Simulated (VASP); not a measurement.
# Ca (I4/mmm) in VASP: a series of runs

One crystal, Ca, is run at these levels: vdW-DF, LDA, PBE; tasks: atomic charges, single point.

Everything below comes from runs of VASP 6.6.1. Logs are shortened: lines on timing, memory, paths and dates and some standing lists are left out, and cuts for length are marked.

### Step 1. The structure

It takes space group I4/mmm (No. 139, tetragonal). Conventional cell: a = 4.410 Å, b = 4.410 Å, c = 4.392 Å, α = 90.00°, β = 90.00°, γ = 90.00°. Around Ca (site symmetry 4/mmm) lie 8 Ca at 3.81 Å.

This isn't the form of Ca at room conditions, which is fcc.

### Step 2. Atomic charges, vdW-DF (volume scaled by 1.15)

File INCAR:

```
SYSTEM = Ca
PREC     = Accurate       ! precision mode
ENCUT    = 520            ! plane-wave cutoff, eV
EDIFF    = 1E-6           ! SCF threshold, eV
ISMEAR   = -1             ! smearing method
SIGMA    = 0.02           ! smearing width, eV
LREAL    = .False.        ! projectors in reciprocal space
LASPH    = .True.         ! aspherical terms in the spheres
NELM     = 100            ! most SCF steps
ALGO     = Fast           ! electronic algorithm
ISIF     = 2              ! what is computed and relaxed
LWAVE    = .False.        ! write WAVECAR
LCHARG   = .False.        ! write CHGCAR
GGA      = RE             ! functional
LUSE_VDW = .True.       
AGGAC    = 0.0          
LORBIT   = 10             ! projections on sites
```

File KPOINTS:

```
regular mesh
0
Gamma
  9 9 9
  0 0 0
```

File POSCAR:

```
Ca
1.0
   -2.3103701401      2.3103701401      2.3008465440
    2.3103701401     -2.3103701401      2.3008465440
    2.3103701401      2.3103701401     -2.3008465440
Ca
1
Direct
    0.5000000000      0.5000000000      0.0000000000
```

Potentials or basis: VASP PAW PBE potentials, release 64 (Ca_sv).

On the command line:

```console
$ cat potpaw_PBE.64/Ca_sv/POTCAR > POTCAR
$ mpirun -np 1 vasp_std > vasp.out
```

OUTCAR:

```text
SYSTEM = Ca
   PREC = Accurate
   ENCUT = 520
   EDIFF = 1E-6
   ISMEAR = -1
   LREAL = .False.
   LASPH = .True.
   NELM = 100
   ISIF = 2
   GGA = RE
   LORBIT = 10

 ion  position               nearest neighbor table
   1  0.500  0.500  0.000-

  LATTYP: Found a body centered tetragonal cell.
 ALAT       =     4.6207402802
 C/A-ratio  =     0.9958778916

  Lattice vectors:

 A1 = (  -2.3103701401,   2.3103701401,   2.3008465440)
 A2 = (   2.3103701401,  -2.3103701401,   2.3008465440)
 A3 = (   2.3103701401,   2.3103701401,  -2.3008465440)

Analysis of symmetry for initial positions (statically):
=====================================================================
 Subroutine PRICEL returns:
 Original cell was already a primitive cell.

 Routine SETGRP: Setting up the symmetry group for a
 body centered tetragonal supercell.

 Subroutine GETGRP returns: Found 16 space group operations
 (whereof 16 operations were pure point group operations)
 out of a pool of 16 trial point group operations.

The static configuration has the point symmetry D_4h.

Analysis of symmetry for dynamics (positions and initial velocities):
=====================================================================
 Subroutine PRICEL returns:
 Original cell was already a primitive cell.

 Routine SETGRP: Setting up the symmetry group for a
 body centered tetragonal supercell.

 Subroutine GETGRP returns: Found 16 space group operations
 (whereof 16 operations were pure point group operations)
 out of a pool of 16 trial point group operations.

The dynamic configuration has the point symmetry D_4h.

 Subroutine INISYM returns: Found 16 space group operations
 (whereof 16 operations are pure point group operations),
 and found     1 'primitive' translations

----------------------------------------------------------------------------------------

                                     Primitive cell

  volume of cell :      49.1259

  direct lattice vectors                    reciprocal lattice vectors
    -2.310370140  2.310370140  2.300846544     0.000000000  0.216415539  0.217311320
     2.310370140 -2.310370140  2.300846544     0.216415539  0.000000000  0.217311320
     2.310370140  2.310370140 -2.300846544     0.216415539  0.216415539  0.000000000

  length of vectors
     3.996187582  3.996187582  3.996187582     0.306691858  0.306691858  0.306057791

  position of ions in fractional coordinates (direct lattice)
     0.500000000  0.500000000  0.000000000

  ion indices of the primitive-cell ions
   primitive index   ion index
                 1           1

[... 114 lines left out ...]
   IALGO  =     68    algorithm
   IMIX   =      4    mixing-type and parameters
     AMIX     =   0.40;   BMIX     =  1.00
     AMIX_MAG =   1.60;   BMIX_MAG =  1.00
  volume/ion in A,a.u.               =      49.13       331.52
  Fermi-wavevector in a.u.,A,eV,Ry     =   0.963026  1.819855 12.618296  0.927419
  Thomas-Fermi vector in A             =   2.092536
   LORBIT       =     10    0 simple, 1 ext, 2 COOP (PROOUT), +10 PAW based schemes
   GGA     = RE    functional components
   LHFCALC =     F    Hartree Fock is set to
   AEXX    =    0.0000 exact exchange contribution
   IVDW_NL    =     1    kernel type
   BPARAM     = 6.3000
   IVDW    =     0    specifies the selected vdW correction
   LEPSILON=     F    determine dielectric tensor
   LRPA    =     F    only Hartree local field effects (RPA)
 non-spin polarized calculation
 RMM-DIIS sequential band-by-band and
  energy-cutoff  :      520.00
  volume of cell :       49.13
 maximum number of plane-waves:      1345
 NGX is ok and might be reduce to    30
   NGX = 15   NGY = 15   NGZ = 15

Total vdW correction in eV:      1.9304512

 number of electron      10.0000001 magnetization

 Free energy of the ion-electron system (eV)
  ---------------------------------------------------
  ext. energy  EPLUGINS =         0.00000000
  ---------------------------------------------------
  free energy    TOTEN  =         0.88398903 eV

  energy without entropy =        0.88559008  energy(sigma->0) =        0.88478956

 E-fermi :   1.4669     XC(G=0):  -7.2583

 val. band max:        1.4287363775   @ k =  -0.2222  -0.4444   0.1111
 cond. band min:       1.5105838447   @ k =  -0.4444  -0.4444   0.2222
 fundamental gap:      0.0818474672
 Fermi energy:         1.4668923241

 k-point     1 :       0.0000    0.0000    0.0000
  band No.  band energies     occupation
      1     -41.1404      2.00000
      2     -22.0598      2.00000
      3     -22.0598      2.00000
      4     -22.0596      2.00000
      5      -2.3067      2.00000
      6       3.4325      0.00000
      7       3.4482      0.00000
      8       3.4482      0.00000
      9       4.3210      0.00000
[... 457 lines left out ...]
 k-point    40 :      -0.1111    0.3333    0.1111
  band No.  band energies     occupation
      1     -41.1344      2.00000
      2     -22.1162      2.00000
      3     -22.0837      2.00000
      4     -22.0666      2.00000
      5      -0.4963      2.00000
      6       2.3994      0.00000
      7       2.9422      0.00000
      8       3.8893      0.00000
      9       4.4981      0.00000

 [... further k-points ...]

------------------------ aborting loop because EDIFF is reached ----------------------------------------

 total charge

# of ion       s       p       d       tot
------------------------------------------
    1        2.080   5.827   0.138   8.045

  FORCE on cell =-STRESS in cart. coord.  units (eV):
  Direction    XX          YY          ZZ          XY          YZ          ZX
  --------------------------------------------------------------------------------------
  -------------------------------------------------------------------------------------
  Total       -0.5614718     -0.5614718     -0.5518575      0.0000000     -0.0000000      0.0000000
  in kB      -18.3116626    -18.3116626    -17.9981037      0.0000000     -0.0000000      0.0000000
  external PRESSURE =     -18.2071429 kB  Pullay stress =       0.0000000 kB

 VOLUME and BASIS-vectors are now :
 -----------------------------------------------------------------------------
  energy-cutoff  :      520.00
  volume of cell :       49.13
      direct lattice vectors                 reciprocal lattice vectors
    -2.310370140  2.310370140  2.300846544     0.000000000  0.216415539  0.217311320
     2.310370140 -2.310370140  2.300846544     0.216415539  0.000000000  0.217311320
     2.310370140  2.310370140 -2.300846544     0.216415539  0.216415539  0.000000000

 POSITION                                       TOTAL-FORCE (eV/Angst)
 -----------------------------------------------------------------------------------
      0.00000      0.00000      2.30085         0.000000      0.000000     -0.000000
 -----------------------------------------------------------------------------------
    total drift:                                0.000000     -0.000000      0.000000

  FREE ENERGIE OF THE ION-ELECTRON SYSTEM (eV)
  ---------------------------------------------------
  free  energy   TOTEN  =         0.8839890277 eV

  energy  without entropy=        0.8855900841  energy(sigma->0) =        0.88478956

Total vdW correction in eV:      1.9303631

 total charge

# of ion       s       p       d       tot
------------------------------------------
    1        2.080   5.827   0.138   8.045
```

OSZICAR:

```text
N       E                     dE             d eps       ncg     rms          rms(c)
DAV:   1     0.669375918467E+02    0.66938E+02   -0.53920E+03  1350   0.960E+02
DAV:   2     0.378726901881E+01   -0.63150E+02   -0.62878E+02  1387   0.225E+02
DAV:   3     0.105033381085E+01   -0.27369E+01   -0.27274E+01  2377   0.436E+01
DAV:   4     0.897960343612E+00   -0.15237E+00   -0.15227E+00  1880   0.713E+00
DAV:   5     0.895109564461E+00   -0.28508E-02   -0.28494E-02  2317   0.794E-01    0.206E+00
RMM:   6     0.894415122588E+00   -0.69444E-03   -0.19436E-02  1481   0.150E+00    0.130E+00
RMM:   7     0.884373934591E+00   -0.10041E-01   -0.48793E-02  1702   0.234E+00    0.132E-01
RMM:   8     0.884394112940E+00    0.20178E-04   -0.95880E-03  1666   0.129E+00    0.380E-02
RMM:   9     0.884065455392E+00   -0.32866E-03   -0.18737E-03  1887   0.537E-01    0.261E-02
RMM:  10     0.884016403443E+00   -0.49052E-04   -0.61563E-04  1884   0.306E-01    0.425E-03
RMM:  11     0.883997141178E+00   -0.19262E-04   -0.20232E-04  2050   0.156E-01    0.464E-03
RMM:  12     0.883991487573E+00   -0.56536E-05   -0.62590E-05  2022   0.689E-02    0.291E-03
RMM:  13     0.883989920923E+00   -0.15666E-05   -0.15203E-05  2008   0.330E-02    0.369E-03
RMM:  14     0.883989027744E+00   -0.89318E-06   -0.55566E-06  1641   0.146E-02
   1 F= 0.88398903E+00 E0= 0.88478956E+00  d E =-.160106E-02
```

stdout:

```text
POSCAR found type information on POSCAR Ca
 POSCAR found :  1 types and       1 ions
 scaLAPACK will be used
 -----------------------------------------------------------------------------
|                                                                             |
|                                                                             |
|     You have switched on vdW-DFT.                                           |
[... 16 lines left out ...]
 -----------------------------------------------------------------------------

 LDA part: xc-table for (Slater+PW92), standard interpolation
 POSCAR, INCAR and KPOINTS ok, starting setup
 FFT: planning ... GRIDC
 FFT: planning ... GRID_SOFT
 FFT: planning ... GRID
 WAVECAR not read
 entering main loop
```

It took 62 s on 1 thread of Intel Xeon Platinum 8488C (Sapphire Rapids), shared host; peak memory 0.36 GiB.

What came out:

```
Free energy                                           : 0.8840 eV
Pressure                                              : -1.8 GPa
Band gap on the k mesh                                : none (metal or under the smearing width)
Valence electrons inside the program's atomic spheres : Ca 8.04
```

Caveat: the PAW data sets were made with another functional, which shifts forces and pressure a little.

### Step 3. Single point, LDA

File INCAR:

```
PREC     = Accurate       # precision mode
ENCUT    = 550            # plane-wave cutoff, eV
EDIFF    = 1E-6           # SCF threshold, eV
ISMEAR   = 0              # smearing method
SIGMA    = 0.05           # smearing width, eV
LREAL    = False          # projectors in reciprocal space
LASPH    = True           # aspherical terms in the spheres
NELM     = 80             # most SCF steps
ALGO     = Normal         # electronic algorithm
ISIF     = 2              # what is computed and relaxed
LWAVE    = False          # write WAVECAR
LCHARG   = False          # write CHGCAR
```

File KPOINTS:

```
regular mesh
0
Gamma
  9 9 9
```

File POSCAR:

```
Ca
1.0
   -2.2052049036      2.2052049036      2.1961148100
    2.2052049036     -2.2052049036      2.1961148100
    2.2052049036      2.2052049036     -2.1961148100
Ca
1
Cartesian
    0.0000000000      0.0000000000      2.1961148100
```

Potentials or basis: VASP PAW LDA potentials, release 64 (Ca_sv_GW).

On the command line:

```console
$ cat potpaw_LDA.64/Ca_sv_GW/POTCAR > POTCAR
$ mpirun -np 1 vasp_std > vasp.out
```

OUTCAR:

```text
PREC = Accurate
   ENCUT = 550
   EDIFF = 1E-6
   ISMEAR = 0
   LREAL = False
   LASPH = True
   NELM = 80
   ISIF = 2

 ion  position               nearest neighbor table
   1  0.500  0.500  0.000-

  LATTYP: Found a body centered tetragonal cell.
 ALAT       =     4.4104098072
 C/A-ratio  =     0.9958778916

  Lattice vectors:

 A1 = (  -2.2052049036,   2.2052049036,   2.1961148100)
 A2 = (   2.2052049036,  -2.2052049036,   2.1961148100)
 A3 = (   2.2052049036,   2.2052049036,  -2.1961148100)

Analysis of symmetry for initial positions (statically):
=====================================================================
 Subroutine PRICEL returns:
 Original cell was already a primitive cell.

 Routine SETGRP: Setting up the symmetry group for a
 body centered tetragonal supercell.

 Subroutine GETGRP returns: Found 16 space group operations
 (whereof 16 operations were pure point group operations)
 out of a pool of 16 trial point group operations.

The static configuration has the point symmetry D_4h.

Analysis of symmetry for dynamics (positions and initial velocities):
=====================================================================
 Subroutine PRICEL returns:
 Original cell was already a primitive cell.

 Routine SETGRP: Setting up the symmetry group for a
 body centered tetragonal supercell.

 Subroutine GETGRP returns: Found 16 space group operations
 (whereof 16 operations were pure point group operations)
 out of a pool of 16 trial point group operations.

The dynamic configuration has the point symmetry D_4h.

 Subroutine INISYM returns: Found 16 space group operations
 (whereof 16 operations are pure point group operations),
 and found     1 'primitive' translations

----------------------------------------------------------------------------------------

                                     Primitive cell

  volume of cell :      42.7182
[... 136 lines left out ...]
  Thomas-Fermi vector in A             =   2.141851
   LORBIT       =      0    0 simple, 1 ext, 2 COOP (PROOUT), +10 PAW based schemes
   GGA     = CA    functional components
   LHFCALC =     F    Hartree Fock is set to
   AEXX    =    0.0000 exact exchange contribution
   IVDW    =     0    specifies the selected vdW correction
   LEPSILON=     F    determine dielectric tensor
   LRPA    =     F    only Hartree local field effects (RPA)
 non-spin polarized calculation
 Gauss-broadening in eV      SIGMA  =   0.05
  energy-cutoff  :      550.00
  volume of cell :       42.72
 maximum number of plane-waves:      1264
 NGX is ok and might be reduce to    30
   NGX = 15   NGY = 15   NGZ = 15

 number of electron      10.0000000 magnetization

 Free energy of the ion-electron system (eV)
  ---------------------------------------------------
  ext. energy  EPLUGINS =         0.00000000
  ---------------------------------------------------
  free energy    TOTEN  =        -7.04062258 eV

  energy without entropy =       -7.03725976  energy(sigma->0) =       -7.03894117

 E-fermi :   3.2503     XC(G=0):  -7.9197

 val. band max:        3.2467398391   @ k =   0.4444   0.1111  -0.0000
 cond. band min:       3.2534350261   @ k =  -0.4444  -0.4444   0.2222
 fundamental gap:      0.0066951870
 Fermi energy:         3.2503338649

 k-point     1 :       0.0000    0.0000    0.0000
  band No.  band energies     occupation
      1     -38.4232      2.00000
      2     -19.6293      2.00000
      3     -19.6276      2.00000
      4     -19.6276      2.00000
      5      -0.8028      2.00000
      6       5.3598      0.00000
      7       5.3775      0.00000
      8       5.3775      0.00000
      9       6.4331      0.00000
[... 457 lines left out ...]
 k-point    40 :      -0.1111    0.3333    0.1111
  band No.  band energies     occupation
      1     -38.4106      2.00000
      2     -19.7304      2.00000
      3     -19.6694      2.00000
      4     -19.6411      2.00000
      5       1.1874      2.00000
      6       4.2050      0.00000
      7       4.7860      0.00000
      8       5.9090      0.00000
      9       6.6514      0.00000

 [... further k-points ...]

------------------------ aborting loop because EDIFF is reached ----------------------------------------

  FORCE on cell =-STRESS in cart. coord.  units (eV):
  Direction    XX          YY          ZZ          XY          YZ          ZX
  --------------------------------------------------------------------------------------
  -------------------------------------------------------------------------------------
  Total       -0.5142798     -0.5142798     -0.5275621      0.0000000     -0.0000000      0.0000000
  in kB      -19.2884417    -19.2884417    -19.7866038      0.0000000     -0.0000000      0.0000000
  external PRESSURE =     -19.4544957 kB  Pullay stress =       0.0000000 kB

 VOLUME and BASIS-vectors are now :
 -----------------------------------------------------------------------------
  energy-cutoff  :      550.00
  volume of cell :       42.72
      direct lattice vectors                 reciprocal lattice vectors
    -2.205204904  2.205204904  2.196114810     0.000000000  0.226736300  0.227674800
     2.205204904 -2.205204904  2.196114810     0.226736300  0.000000000  0.227674800
     2.205204904  2.205204904 -2.196114810     0.226736300  0.226736300  0.000000000

 POSITION                                       TOTAL-FORCE (eV/Angst)
 -----------------------------------------------------------------------------------
      0.00000      0.00000      2.19611        -0.000000      0.000000     -0.000000
 -----------------------------------------------------------------------------------
    total drift:                                0.000000     -0.000000      0.000000

  FREE ENERGIE OF THE ION-ELECTRON SYSTEM (eV)
  ---------------------------------------------------
  free  energy   TOTEN  =        -7.0406225788 eV

  energy  without entropy=       -7.0372597572  energy(sigma->0) =       -7.03894117
```

OSZICAR:

```text
N       E                     dE             d eps       ncg     rms          rms(c)
DAV:   1     0.125858570812E+03    0.12586E+03   -0.49961E+03  1358   0.101E+03
DAV:   2    -0.997004523847E+00   -0.12686E+03   -0.12476E+03  2255   0.392E+02
DAV:   3    -0.756136374663E+01   -0.65644E+01   -0.65523E+01  1685   0.111E+02
DAV:   4    -0.774254850669E+01   -0.18118E+00   -0.18096E+00  2594   0.230E+01
DAV:   5    -0.774287748616E+01   -0.32898E-03   -0.32894E-03  2056   0.644E-01    0.220E+01
DAV:   6    -0.722791206992E+01    0.51497E+00   -0.62341E-01  2400   0.987E+00    0.150E+01
DAV:   7    -0.706583986528E+01    0.16207E+00   -0.90551E-01  2394   0.102E+01    0.138E+00
DAV:   8    -0.704165156640E+01    0.24188E-01   -0.15834E-01  2406   0.593E+00    0.117E+00
DAV:   9    -0.704095537673E+01    0.69619E-03   -0.16429E-03  2454   0.623E-01    0.230E-01
DAV:  10    -0.704066398090E+01    0.29140E-03   -0.20967E-03  2496   0.476E-01    0.541E-01
DAV:  11    -0.704062221509E+01    0.41766E-04   -0.12118E-04  2562   0.115E-01    0.219E-01
DAV:  12    -0.704062257878E+01   -0.36369E-06   -0.15275E-06  1792   0.121E-02
   1 F= -.70406226E+01 E0= -.70389412E+01  d E =-.336282E-02
```

It took 31 s on 1 thread of Intel Xeon Platinum 8559C (Emerald Rapids), shared host; peak memory 0.16 GiB.

What came out:

```
Free energy            : -7.0406 eV
Pressure               : -1.9 GPa
Band gap on the k mesh : none (metal or under the smearing width)
```

Levels at points of the mesh, in eV from the Fermi level:
| k point | band 3 | band 4 | band 5 | band 6 | band 7 | band 8 |
| --- | --- | --- | --- | --- | --- | --- |
| (0.00, 0.00, 0.00) | -22.88 | -22.88 | -4.05 | 2.11 | 2.13 | 2.13 |

[end of part 1 of 2]
